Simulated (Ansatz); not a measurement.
## Sn: from a trial structure to a relaxed crystal

Method: DFT r2SCAN, scalar-relativistic, plane waves, PAW in Ansatz 0.2.0. Cutoff 500 eV, Γ-centred k mesh, Gaussian smearing, no spin polarisation in the final step.

The start puts Sn on the omega structure type (P6/mmm, No. 191), at a guessed volume.

```
Sn
1.0
     6.15114    0.00000    0.00000
    -3.07557    5.32704    0.00000
     0.00000    0.00000    3.77092
Sn
3
Direct
  0.00000 0.00000 0.00000
  0.33333 0.66667 0.50000
  0.66667 0.33333 0.50000
```

Cell and atoms relax at zero pressure; the relaxation can't lower the symmetry of the start. After a coarse first stage the cell is made exact in the group found at 0.06 Å.

Energies count from the standard state of Sn at the same level.

Q: Describe the relaxed structure.

A: It keeps P6/mmm (No. 191). The result has the omega structure. Conventional cell: a = 5.392 Å, c = 3.226 Å. Sn on Wyckoff site a (1 atom of the primitive cell) is coordinated by 2 Sn at 3.23 Å and 12 Sn at 3.51 Å; Sn on Wyckoff site d (2 atoms of the primitive cell) is coordinated by 5 Sn at 3.11–3.23 Å and 6 Sn at 3.51 Å.

Space group P6/mmm (No. 191). a = 5.392 Å, b = 5.392 Å, c = 3.226 Å, α = 90.00°, β = 90.00°, γ = 120.00°
```
atom site symmetry x y z
  Sn    1a     6/mmm  0.0000  0.0000  0.0000
  Sn    2d      -6m2  0.3333  0.6667  0.5000
```

Q: What are its volume, energy, density and gap?

A: The volume per atom is 27.08 Å³ and the density is 7.28 g/cm³. The energy over the standard structure is 0.24 eV/atom. The gap on the 12×12×14 mesh is 0 eV (a metal).

The final run used a 12×12×14 mesh on its 3-atom cell and 0.10 eV smearing. The k mesh leaves about 4 meV/atom of noise in metals. A structure relaxed within its symmetry needn't be a true minimum. The steps took roughly 6 core-minutes in all.